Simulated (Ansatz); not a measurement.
## Lattice dynamics at Γ of SiC (zincblende)

From the experimental literature:
- Raman mode: 795 cm⁻¹ (TO at Gamma; confocal Raman spectroscopy, 532 nm; “High thermal conductivity in wafer-scale cubic silicon carbide crystals”, 2022, pmc:9684120)
- Raman mode: 969 cm⁻¹ (LO at Gamma; confocal Raman spectroscopy, 532 nm; crystal possibly contains nitrogen defects; LO may be slightly shifted by plasmon coupling, carrier density not stated; “High thermal conductivity in wafer-scale cubic silicon carbide crystals”, 2022, pmc:9684120)

Perturbation theory with PBEsol in the plane-wave code Ansatz on the PBEsol cell, ground state and force constants on an 8×8×8 mesh. No spin polarisation and no zero-point or thermal motion.

Space group F-43m (No. 216), cubic; a = 4.357 Å in the conventional setting, 10.34 Å³ an atom. Around Si lie 4 C at 1.89 Å; around C lie 4 Si at 1.89 Å.

```
CELL_PARAMETERS angstrom
0.00000 2.17845 2.17845
2.17845 0.00000 2.17845
2.17845 2.17845 0.00000
ATOMIC_POSITIONS crystal
Si 0.00000 0.00000 0.00000
C 0.25000 0.25000 0.25000
```

Optical modes without the longitudinal term:

| ω (cm⁻¹) | degeneracy | IR intensity, summed over the level ((D/Å)²/amu) |
| --- | --- | --- |
| 787 | 3 | 60.80 |

The optical mode at Γ lies at 787 cm⁻¹ without the longitudinal term. With the long-range field the highest mode reaches 956 cm⁻¹. By the program's warning the force constants, and with them frequencies and ε⁰, aren't converged on this mesh.

The clamped-ion dielectric constant comes out as 7.06 in all directions. With the ions relaxed, ε⁰ is 10.4 in all directions. Born charges, averaged over directions: Si +2.72, C -2.72 e.

With one polar mode in a cubic crystal the Lyddane-Sachs-Teller relation applies: (ω_LO/ω_TO)² = (956.5/786.5)² = 1.479, and ε⁰/ε∞ = 10.437/7.057 = 1.479. The refractive index √ε∞ is 2.66.

For comparison, on the r2SCAN cell the mean ε∞ is 6.52 with r2SCAN (ground state on 8×8×8; least gap 1.71 eV), 6.96 with PBE (ground state on 8×8×8; least gap 1.36 eV).

Set against measured values:
- Raman mode at 795 cm⁻¹ (TO at Gamma): the nearest PBEsol mode at Γ lies at 787 cm⁻¹ (-1.1 %).
- Raman mode at 969 cm⁻¹ (LO at Gamma): the nearest PBEsol mode at Γ, with the long-range field, lies at 956 cm⁻¹ (-1.3 %).
Reports marked as nanostructured, strained, doped, implanted or mixed samples, and transport gaps, were set aside. Modes are paired by degeneracy and infrared activity, where the label gives them, and frequency; they are harmonic.
